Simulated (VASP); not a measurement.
# Sn: single point with r2SCAN

The system is Sn.

```xyz
1
Lattice="-1.8094 1.8094 2.0672 1.8094 -1.8094 2.0672 1.8094 1.8094 -2.0672" Properties=species:S:1:pos:R:3 pbc="T T T"
Sn    0.0000    0.0000    0.0000
```

The cell was built by a generator and needn't be a form met in nature.

```json
{"Program": "VASP 6.6.1", "Task": "single point", "Functional": "r2SCAN", "Potentials or basis": "VASP PAW PBE potentials, release 64 (Sn_d)", "Cutoff": "520 eV", "k mesh": "20 × 20 × 20", "Occupations": "gaussian, width 0.1 eV", "Spin": "no spin polarisation"}
```

The pressure is 0.0 GPa and the band gap on the k mesh is none (metal or under the smearing width).

Levels at points of the mesh, in eV from the Fermi level:
| k point | band 5 | band 6 | band 7 | band 8 | band 9 | band 10 |
| --- | --- | --- | --- | --- | --- | --- |
| (0.00, 0.00, 0.00) | -22.13 | -11.73 | 8.08 | 8.48 | 8.48 | 11.86 |
| (0.50, 0.00, 0.00) | -22.07 | -6.94 | -4.86 | 4.46 | 6.54 | 9.31 |
| (0.50, 0.50, 0.00) | -22.05 | -6.05 | -4.49 | 2.78 | 4.29 | 7.25 |
| (0.50, 0.50, 0.50) | -22.07 | -2.86 | -2.23 | 0.34 | 0.34 | 4.22 |

It took 3.1 min on 1 thread of Intel(R) Xeon(R) 6975P-C (Granite Rapids), with other jobs on the host, peak memory 0.31 GiB.

Caveat: the PAW data sets were made with another functional, which shifts forces and pressure a little.
